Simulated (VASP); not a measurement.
Runs of VASP 6.6.1 on WS2. The structure is trigonal, space group R3m (No. 160). The conventional cell has a = 3.157 Å, b = 3.157 Å, c = 18.162 Å, α = 90.00°, β = 90.00°, γ = 120.00°. W (site symmetry 3m) is surrounded by 6 S at 2.41 Å. S (site symmetry 3m) has 3 W at 2.41 Å as nearest neighbours. S (site symmetry 3m) has 3 W at 2.41 Å as nearest neighbours. Measurements of this composition are mostly on another form, of space group No. 194.

```csv
task,potentials or basis,cell,k mesh,cutoff (eV),smearing,dipole correction,gap on the mesh (eV),pressure (GPa),largest force (eV/Å)
relaxation of cell and atoms,"VASP PAW PBE potentials, release 64 (W_sv, S)",relaxed,12 × 12 × 12,600,gaussian 0.02 eV,no,(b),0.0,-
single point,"VASP PAW PBE potentials, release 64 (S, W_sv)","P3m1, 92.91 Å³/atom",12 × 12 × 1,520,gaussian 0.02 eV,yes,1.92,-,0.10
single point,"VASP PAW PBE potentials, release 64 (S, W_sv)","P-6m2, 93.07 Å³/atom",12 × 12 × 1,520,gaussian 0.02 eV,yes,1.92,-,-
single point,"VASP PAW PBE potentials, release 64 (W_sv, S)","R3m, 17.38 Å³/atom",12 × 12 × 12,520,gaussian 0.02 eV,no,(a),0.0,-
single point,"VASP PAW PBE potentials, release 64 (W_sv, S)","R3m, 17.42 Å³/atom",9 × 9 × 9,520,gaussian 0.1 eV,no,1.07,-0.2,0.03
```

Alike in all rows: level PBE+D3(BJ); no spin polarisation.

**Question.** Fill in the values left out.

**Answer.** (a) 0.93; (b) 0.94.

Caveats: spin-orbit coupling is left out, which moves the levels of the heavy elements; an odd mesh through Γ misses points on the zone boundary, where band edges often lie (some runs).

A k mesh can miss the band edges, and the runs leave out spin-orbit coupling on W.
